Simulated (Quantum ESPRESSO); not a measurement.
BAs:

```xyz
2
Lattice="0.0000 2.3885 2.3885 2.3885 0.0000 2.3885 2.3885 2.3885 0.0000" Properties=species:S:1:pos:R:3 pbc="T T T"
As    3.5827    3.5827    3.5827
B     0.0000    0.0000    0.0000
```

* Program: Quantum ESPRESSO 7.5
* Task: Wannier functions
* Functional: PBEsol
* Potentials or basis: PseudoDojo 0.4 FR PBEsol standard
* Cutoff: 1143 eV
* Density cutoff: 4572 eV
* k mesh: 8 × 8 × 8
* Occupations: fermi-dirac, width 0.05 eV
* Spin: spin-orbit coupling, no magnetisation
* Mixing beta: 0.5
* Most SCF iterations: 120
* SCF threshold: 4e-10 Ry
* k mesh for the Wannier functions: 6 × 6 × 6
* Projections: As sp, B sp

Start: atomic projections with disentanglement, frozen window up to 2.5 eV over the reference level; the lowest 10 bands are left out. The reference level is the Fermi level, or the middle of the gap.

**Question.** With atomic projections with disentanglement, how many functions result, how localised are they, and how well do they interpolate the bands?

**Answer.** 16 functions with spreads from 1.18 to 1.69 Å², 23.5 Å² in all; they miss the direct bands by 18 meV (root mean square).

Wannier functions:
| function | nearest atom | distance (Å) | spread (Å²) | on-site energy from the reference level (eV) |
| --- | --- | --- | --- | --- |
| 1 | 1 As | 0.00 | 1.18 | -8.77 |
| 2 | 1 As | 0.00 | 1.18 | -8.77 |
| 3 | 1 As | 0.00 | 1.69 | 1.64 |
| 4 | 1 As | 0.00 | 1.69 | 1.64 |
| 5 | 1 As | 0.00 | 1.69 | 1.64 |
| 6 | 1 As | 0.00 | 1.69 | 1.64 |
| 7 | 1 As | 0.00 | 1.69 | 1.64 |
| 8 | 1 As | 0.00 | 1.69 | 1.64 |
| 9 | 2 B | 0.00 | 1.28 | -5.22 |
| 10 | 2 B | 0.00 | 1.28 | -5.22 |
| 11 | 2 B | 0.00 | 1.41 | 1.27 |
| 12 | 2 B | 0.00 | 1.41 | 1.27 |
| 13 | 2 B | 0.00 | 1.41 | 1.27 |
| 14 | 2 B | 0.00 | 1.41 | 1.27 |
| 15 | 2 B | 0.00 | 1.41 | 1.27 |
| 16 | 2 B | 0.00 | 1.41 | 1.27 |

Parts of the spread (Å²): invariant 15.09, diagonal 0.063, off-diagonal 8.38, total 23.53. Against the direct bands the interpolation misses by 18 meV (root mean square) and 120 meV at most, for states up to 1 eV over the reference level.
